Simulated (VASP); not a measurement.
# Cu (Fm-3m) in VASP: a series of runs

One crystal, Cu, is run at these levels: PBE, LDA; tasks: relaxation of cell and atoms, single point.

Everything below comes from runs of VASP 6.6.1. Logs are shortened: lines on timing, memory, paths and dates and some standing lists are left out, and cuts for length are marked.

## Step 1: The structure

It takes space group Fm-3m (No. 225, cubic). The conventional cell has a = 3.615 Å, b = 3.615 Å, c = 3.615 Å, α = 90.00°, β = 90.00°, γ = 90.00°. Around Cu (site symmetry m-3m) lie 12 Cu at 2.56 Å.

## Step 2: Relaxation of cell and atoms, PBE

INCAR

```
ALGO = Normal
EDIFF = 1E-6
EDIFFG = -0.01
ENCUT = 600
GGA = PE
IBRION = 2
ISIF = 3
ISMEAR = 1
ISYM = 2
KPAR = 4
LASPH = True
LCHARG = False
LREAL = False
LWAVE = False
NELM = 120
NSW = 80
PREC = Accurate
SIGMA = 0.1
```

KPOINTS

```
k-points
0
Gamma
  21 21 21
```

POSCAR

```
Cu
1.0
    0.0000000000      1.8074800000      1.8074800000
    1.8074800000      0.0000000000      1.8074800000
    1.8074800000      1.8074800000      0.0000000000
Cu
1
Direct
    0.0000000000      0.0000000000      0.0000000000
```

Potentials or basis: VASP PAW PBE potentials, release 64 (Cu).

Launch:

```
$ cat potpaw_PBE.64/Cu/POTCAR > POTCAR
$ mpirun -np 4 vasp_std > vasp.out
```

OUTCAR:

```text
EDIFF = 1E-6
   EDIFFG = -0.01
   ENCUT = 600
   GGA = PE
   IBRION = 2
   ISIF = 3
   ISMEAR = 1
   ISYM = 2
   LASPH = True
   LREAL = False
   NELM = 120
   NSW = 80
   PREC = Accurate

 ion  position               nearest neighbor table
   1  0.000  0.000  0.000-

  LATTYP: Found a face centered cubic cell.
 ALAT       =     3.6149600000

  Lattice vectors:

 A1 = (   0.0000000000,   1.8074800000,   1.8074800000)
 A2 = (   1.8074800000,   0.0000000000,   1.8074800000)
 A3 = (   1.8074800000,   1.8074800000,   0.0000000000)

Analysis of symmetry for initial positions (statically):
=====================================================================
 Subroutine PRICEL returns:
 Original cell was already a primitive cell.

 Routine SETGRP: Setting up the symmetry group for a
 face centered cubic supercell.

 Subroutine GETGRP returns: Found 48 space group operations
 (whereof 48 operations were pure point group operations)
 out of a pool of 48 trial point group operations.

The static configuration has the point symmetry O_h .

Analysis of symmetry for dynamics (positions and initial velocities):
=====================================================================
 Subroutine PRICEL returns:
 Original cell was already a primitive cell.

 Routine SETGRP: Setting up the symmetry group for a
 face centered cubic supercell.

 Subroutine GETGRP returns: Found 48 space group operations
 (whereof 48 operations were pure point group operations)
 out of a pool of 48 trial point group operations.

The dynamic configuration has the point symmetry O_h .

 Subroutine INISYM returns: Found 48 space group operations
 (whereof 48 operations are pure point group operations),
 and found     1 'primitive' translations

----------------------------------------------------------------------------------------

                                     Primitive cell

  volume of cell :      11.8100

  direct lattice vectors                    reciprocal lattice vectors
     0.000000000  1.807480000  1.807480000    -0.276628234  0.276628234  0.276628234
     1.807480000  0.000000000  1.807480000     0.276628234 -0.276628234  0.276628234
     1.807480000  1.807480000  0.000000000     0.276628234  0.276628234 -0.276628234

  length of vectors
     2.556162730  2.556162730  2.556162730     0.479134156  0.479134156  0.479134156

  position of ions in fractional coordinates (direct lattice)
     0.000000000  0.000000000  0.000000000

  ion indices of the primitive-cell ions
   primitive index   ion index
                 1           1

----------------------------------------------------------------------------------------

 KPOINTS: k-points

Automatic generation of k-mesh.
 Grid dimensions read from file:
 generate k-points for:   21   21   21

 Generating k-lattice:

  Cartesian coordinates                     Fractional coordinates (reciprocal lattice)
    -0.013172773  0.013172773  0.013172773     0.047619048  0.000000000  0.000000000
     0.013172773 -0.013172773  0.013172773     0.000000000  0.047619048  0.000000000
     0.013172773  0.013172773 -0.013172773     0.000000000  0.000000000  0.047619048

  Length of vectors
     0.022815912  0.022815912  0.022815912

  Shift w.r.t. Gamma in fractional coordinates (k-lattice)
     0.000000000  0.000000000  0.000000000

 Subroutine IBZKPT returns following result:
 ===========================================

 Found    286 irreducible k-points:

 Following reciprocal coordinates:
            Coordinates               Weight
  0.000000  0.000000  0.000000      1.000000
  0.047619  0.000000  0.000000      8.000000
  0.095238  0.000000  0.000000      8.000000
  0.142857  0.000000  0.000000      8.000000
  0.190476  0.000000  0.000000      8.000000
  0.238095  0.000000  0.000000      8.000000
[... 16 lines left out ...]
 -0.428571  0.047619  0.000000     24.000000
 -0.380952  0.047619  0.000000     24.000000
 [... further k-points ...]
   k-points           NKPTS =    286   k-points in BZ     NKDIM =    286   number of bands    NBANDS=      9
   number of dos      NEDOS =    301   number of ions     NIONS =      1
   total plane-waves  NPLWV =   8000
   dimension x,y,z NGX =    20 NGY =   20 NGZ =   20
   dimension x,y,z NGXF=    40 NGYF=   40 NGZF=   40
   ions per type =               1
   NGX,Y,Z   is equivalent  to a cutoff of  13.01, 13.01, 13.01 a.u.
   NGXF,Y,Z  is equivalent  to a cutoff of  26.01, 26.01, 26.01 a.u.
 SYSTEM =  unknown system
   PREC   = accura    normal or accurate (medium, high low for compatibility)
   ISTART =      0    job   : 0-new  1-cont  2-samecut
   ICHARG =      2    charge: 1-file 2-atom 10-const
   ISPIN  =      1    spin polarized calculation?
   LNONCOLLINEAR =      F non collinear calculations
   LSORBIT =      F    spin-orbit coupling
   LASPH  =      T    aspherical Exc in radial PAW
   ENCUT  =  600.0 eV  44.10 Ry    6.64 a.u.   5.11  5.11  5.11*2*pi/ulx,y,z
   NELM   =    120;   NELMIN=  2; NELMDL= -5     # of ELM steps
   EDIFF  = 0.1E-05   stopping-criterion for ELM
   LREAL  =      F    real-space projection
   EDIFFG = -.1E-01   stopping-criterion for IOM
   NSW    =     80    number of steps for IOM
   IBRION =      2    ionic relax: 0-MD 1-quasi-New 2-CG
   NFREE  =      1    steps in history (QN), initial steepest desc. (CG)
   ISIF   =      3    stress and relaxation
   ISYM   =      2    0-nonsym 1-usesym 2-fastsym
   POTIM  = 0.5000    time-step for ionic-motion
   TEBEG  =    0.0;   TEEND  =   0.0 temperature during run
   PSTRESS=    0.0 pullay stress
   NELECT =      11.0000    total number of electrons
   NUPDOWN=      -1.0000    fix difference up-down
   EMIN   =  10.00;   EMAX   =-10.00  energy-range for DOS
   EFERMI =   0.00;   METHOD = LEGACY
   ISMEAR =     1;   SIGMA  =   0.10  broadening in eV -4-tet -1-fermi 0-gaus
   EFERMI_NEDOS =   21; number of points for ismear=-14 and -15
   IALGO  =     38    algorithm
   IMIX   =      4    mixing-type and parameters
     AMIX     =   0.40;   BMIX     =  1.00
     AMIX_MAG =   1.60;   BMIX_MAG =  1.00
  volume/ion in A,a.u.               =      11.81        79.70
  Fermi-wavevector in a.u.,A,eV,Ry     =   1.598781  3.021257 34.777848  2.556100
  Thomas-Fermi vector in A             =   2.696177
   LORBIT       =      0    0 simple, 1 ext, 2 COOP (PROOUT), +10 PAW based schemes
   GGA     = PE    functional components
   LHFCALC =     F    Hartree Fock is set to
   AEXX    =    0.0000 exact exchange contribution
   IVDW    =     0    specifies the selected vdW correction
   LEPSILON=     F    determine dielectric tensor
   LRPA    =     F    only Hartree local field effects (RPA)
 conjugate gradient relaxation of ions
 non-spin polarized calculation
 Methfessel and Paxton  Order N= 1 SIGMA  =   0.10
  energy-cutoff  :      600.00
  volume of cell :       11.81
 maximum number of plane-waves:       411
   NGX = 11   NGY = 11   NGZ = 11

--------------------------------------- Ionic step        1  -------------------------------------------

 number of electron      11.0000001 magnetization

 Free energy of the ion-electron system (eV)
  ---------------------------------------------------
  ext. energy  EPLUGINS =         0.00000000
  ---------------------------------------------------
  free energy    TOTEN  =        -3.72459574 eV

  energy without entropy =       -3.72438109  energy(sigma->0) =       -3.72452419

------------------------ aborting loop because EDIFF is reached ----------------------------------------

  FORCE on cell =-STRESS in cart. coord.  units (eV):
  Direction    XX          YY          ZZ          XY          YZ          ZX
  --------------------------------------------------------------------------------------
  -------------------------------------------------------------------------------------
  Total        0.1669074      0.1669074      0.1669074     -0.0000000      0.0000000     -0.0000000
  in kB       22.6430939     22.6430939     22.6430939     -0.0000000      0.0000000     -0.0000000
  external PRESSURE =      22.6430939 kB  Pullay stress =       0.0000000 kB

 VOLUME and BASIS-vectors are now :
 -----------------------------------------------------------------------------
  energy-cutoff  :      600.00
  volume of cell :       11.81
      direct lattice vectors                 reciprocal lattice vectors
     0.000000000  1.807480000  1.807480000    -0.276628234  0.276628234  0.276628234
     1.807480000  0.000000000  1.807480000     0.276628234 -0.276628234  0.276628234
     1.807480000  1.807480000  0.000000000     0.276628234  0.276628234 -0.276628234
[... 36 lines left out ...]
 POSITION                                       TOTAL-FORCE (eV/Angst)
 -----------------------------------------------------------------------------------
      0.00000      0.00000      0.00000         0.000000      0.000000      0.000000
 -----------------------------------------------------------------------------------
    total drift:                                0.000000      0.000000      0.000000

  FREE ENERGIE OF THE ION-ELECTRON SYSTEM (eV)
  ---------------------------------------------------
  free  energy   TOTEN  =        -3.7255481748 eV

  energy  without entropy=       -3.7252518935  energy(sigma->0) =       -3.72544941

--------------------------------------- Ionic step        3  -------------------------------------------

 number of electron      10.9999996 magnetization

 Free energy of the ion-electron system (eV)
  ---------------------------------------------------
  ext. energy  EPLUGINS =         0.00000000
  ---------------------------------------------------
  free energy    TOTEN  =        -3.72589823 eV

  energy without entropy =       -3.72562454  energy(sigma->0) =       -3.72580700

 E-fermi :   7.4306     XC(G=0): -12.6358

 val. band max:        7.4259092125   @ k =  -0.4762   0.0952   0.0000
 cond. band min:       7.4327772024   @ k =  -0.3333   0.1905   0.0476
 fundamental gap:      0.0068679899
 Fermi energy:         7.4306086572

 k-point     1 :       0.0000    0.0000    0.0000
  band No.  band energies     occupation
      1      -1.8404      2.00000
      2       4.4067      2.00000
      3       4.4067      2.00000
      4       4.4067      2.00000
      5       5.2084      2.00000
      6       5.2084      2.00000
      7      29.8595      0.00000
      8      32.3818      0.00000
      9      32.3818      0.00000

 k-point     2 :       0.0476    0.0000    0.0000
  band No.  band energies     occupation
      1      -1.7586      2.00000
      2       4.3895      2.00000
      3       4.4222      2.00000
      4       4.4222      2.00000
      5       5.2022      2.00000
      6       5.2022      2.00000
      7      29.4069      0.00000
      8      31.2367      0.00000
      9      32.1012      0.00000
[... 253 lines left out ...]
 k-point    24 :      -0.3810    0.0476    0.0000
  band No.  band energies     occupation
      1       2.1745      2.00000
      2       4.4036      2.00000
      3       4.4414      2.00000
      4       4.9414      2.00000
      5       5.5989      2.00000
      6       5.9363      2.00000
      7      13.4226      0.00000
      8      27.1367      0.00000
      9      29.1373      0.00000

 [... further k-points ...]

------------------------ aborting loop because EDIFF is reached ----------------------------------------

  FORCE on cell =-STRESS in cart. coord.  units (eV):
  Direction    XX          YY          ZZ          XY          YZ          ZX
  --------------------------------------------------------------------------------------
  -------------------------------------------------------------------------------------
  Total       -0.0034707     -0.0034707     -0.0034707      0.0000000      0.0000000      0.0000000
  in kB       -0.4634778     -0.4634778     -0.4634778      0.0000000      0.0000000      0.0000000
  external PRESSURE =      -0.4634778 kB  Pullay stress =       0.0000000 kB

 VOLUME and BASIS-vectors are now :
 -----------------------------------------------------------------------------
  energy-cutoff  :      600.00
  volume of cell :       12.00
      direct lattice vectors                 reciprocal lattice vectors
    -0.000000000  1.817009363  1.817009363    -0.275177448  0.275177448  0.275177448
     1.817009363  0.000000000  1.817009363     0.275177448 -0.275177448  0.275177448
     1.817009363  1.817009363 -0.000000000     0.275177448  0.275177448 -0.275177448

 POSITION                                       TOTAL-FORCE (eV/Angst)
 -----------------------------------------------------------------------------------
      0.00000      0.00000      0.00000         0.000000     -0.000000     -0.000000
 -----------------------------------------------------------------------------------
    total drift:                                0.000000      0.000000      0.000000

  FREE ENERGIE OF THE ION-ELECTRON SYSTEM (eV)
  ---------------------------------------------------
  free  energy   TOTEN  =        -3.7258982259 eV

  energy  without entropy=       -3.7256245375  energy(sigma->0) =       -3.72580700

 reached required accuracy - stopping structural energy minimisation
```

Wall time 8.6 s (4 MPI ranks of Intel Xeon 6975P-C (Granite Rapids), shared host); peak memory 0.16 GiB.

Results:

```yaml
Free_energy: -3.7259 eV
Relaxed_volume: 12.00 Å³/atom
Relaxed_cell: a = 2.570 Å, b = 2.570 Å, c = 2.570 Å, α = 60.00°, β = 60.00°, γ = 60.00°
Space_group_after_relaxing_to_0.05_Å: Fm-3m (No. 225)
Energy_gained_by_relaxing: 1.3 meV/atom
Ionic_steps: 3
Pressure_after_relaxing: 0.0 GPa
Band_gap_on_the_k_mesh: none (metal or under the smearing width)
```

Step by step:
| step | energy change (eV) | largest force (eV/Å) | pressure (GPa) | volume (Å³) |
| --- | --- | --- | --- | --- |
| 1 | 0.0000 | 0.0000 | 2.26 | 11.81 |
| 2 | -0.0010 | 0.0000 | -1.18 | 12.10 |
| 3 | -0.0013 | 0.0000 | -0.05 | 12.00 |

Final structure:
```cif
data_structure
_symmetry_space_group_name_H-M 'P 1'
_symmetry_Int_Tables_number 1
_cell_length_a 2.5696
_cell_length_b 2.5696
_cell_length_c 2.5696
_cell_angle_alpha 60.000
_cell_angle_beta 60.000
_cell_angle_gamma 60.000
_cell_volume 12.00
loop_
_atom_site_label
_atom_site_type_symbol
_atom_site_fract_x
_atom_site_fract_y
_atom_site_fract_z
_atom_site_occupancy
Cu1 Cu 0.00000 0.00000 0.00000 1
```

Levels at points of the mesh, in eV from the Fermi level:
| k point | band 2 | band 3 | band 4 | band 5 | band 6 | band 7 | band 8 | band 9 |
| --- | --- | --- | --- | --- | --- | --- | --- | --- |
| (0.00, 0.00, 0.00) | -3.02 | -3.02 | -3.02 | -2.22 | -2.22 | 22.43 | 24.95 | 24.95 |

## Step 3: Single point, LDA

This run uses another cell than the first one, of 12.00 Å³/atom, 1.016 times its volume.

INCAR

```
SYSTEM = Cu
PREC = Accurate
ENCUT = 450
EDIFF = 1E-6
ISMEAR = 1
SIGMA = 0.1
LREAL = .False.
LASPH = .True.
NELM = 120
ALGO = Normal
ISIF = 2
LWAVE = .False.
LCHARG = .False.
KPAR = 4
```

KPOINTS

```
Automatic mesh
0
Gamma
  21 21 21
  0 0 0
```

POSCAR

```
Cu                                      
1.0
   -0.0000000000      1.8170093628      1.8170093628
    1.8170093628      0.0000000000      1.8170093628
    1.8170093628      1.8170093628     -0.0000000000
  Cu            
     1
Direct
     0.0000000000000000    0.0000000000000000    0.0000000000000000
```

Potentials or basis: VASP PAW LDA potentials, release 64 (Cu).

Launch:

```
$ cat potpaw_LDA.64/Cu/POTCAR > POTCAR
$ mpirun -np 4 vasp_std > vasp.out
```

It took 3.4 s on 4 MPI ranks of Intel Xeon 6975P-C (Granite Rapids), shared host; peak memory 0.12 GiB.

It converged, with:

* Free energy: -4.6569 eV
* Pressure: -14.3 GPa
* Band gap on the k mesh: none (metal or under the smearing width)

Levels at points of the mesh, in eV from the Fermi level:
| k point | band 2 | band 3 | band 4 | band 5 | band 6 | band 7 | band 8 | band 9 |
| --- | --- | --- | --- | --- | --- | --- | --- | --- |
| (0.00, 0.00, 0.00) | -3.06 | -3.06 | -3.06 | -2.24 | -2.24 | 22.53 | 24.87 | 24.87 |

## Step 4: Single point, PBE

This run uses another cell than the first one, of 12.00 Å³/atom, 1.016 times its volume.

INCAR, as its differences from that of step 3:

```diff
@@ -13,2 +13,3 @@
 LCHARG = .False.
+GGA = PE
 KPAR = 4
```

KPOINTS is that of step 3.

POSCAR is that of step 3.

Potentials or basis: VASP PAW PBE potentials, release 64 (Cu).

Launch:

```
$ cat potpaw_PBE.64/Cu/POTCAR > POTCAR
$ mpirun -np 4 vasp_std > vasp.out
```

Wall time 4 s (4 MPI ranks of Intel Xeon 6975P-C (Granite Rapids), shared host); peak memory 0.13 GiB.

It converged, with:

- Free energy: -3.7253 eV
- Pressure: -0.6 GPa
- Band gap on the k mesh: none (metal or under the smearing width)

Levels at points of the mesh, in eV from the Fermi level:
```
           k point  band 4  band 5  band 6  band 7  band 8  band 9
(0.00, 0.00, 0.00)   -3.02   -2.22   -2.22   22.43   24.95   24.95
```

## Step 5: Summary

```tsv
task	level	potentials or basis	cell	cutoff (eV)	gap on the mesh (eV)	pressure (GPa)
relaxation of cell and atoms	PBE	VASP PAW PBE potentials, release 64 (Cu)	relaxed	600	none	0.0
single point	LDA	VASP PAW LDA potentials, release 64 (Cu)	Fm-3m, 12.0 Å³/atom	450	none	-14.3
single point	PBE	VASP PAW PBE potentials, release 64 (Cu)	Fm-3m, 12.0 Å³/atom	450	none	-0.6
```

Alike in all rows: no spin polarisation; k mesh 21 × 21 × 21; smearing methfessel-paxton 0.1 eV.

Total energies depend on the potentials used, so only differences within one code and one set of settings carry meaning.
